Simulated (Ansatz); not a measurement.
BAs:

```
As B
1.0
     0.00000    2.38850    2.38850
     2.38850    0.00000    2.38850
     2.38850    2.38850    0.00000
As B
1 1
Cartesian
  3.5827 3.5827 3.5827
  0.0000 0.0000 0.0000
```

Base run:

* Program: Ansatz 0.2.0
* Functional: rPW86-PBE
* Potentials or basis: Ansatz PAW
* Cutoff: 420 eV (not typed: the program's choice for these potentials)
* k mesh: 10 × 10 × 10
* Occupations: fermi-dirac, width 0.05 eV
* Spin: no spin polarisation

Its results: band gap on the k mesh 1.34 eV, indirect (least direct gap 3.36 eV); pressure 6.9 GPa.

**Question.** The run is repeated on the same cell with these changes: functional from rPW86-PBE to PBE; cutoff from 420 eV (not typed: the program's choice for these potentials) to 500 eV. What comes out?

**Answer.** Band gap on the k mesh 1.18 eV, indirect (least direct gap 3.28 eV); pressure 2.8 GPa.

Caveats: the PAW data sets come from PBE, with cores solved anew for the run's functional, which leaves a small shift of forces and pressure (some runs).
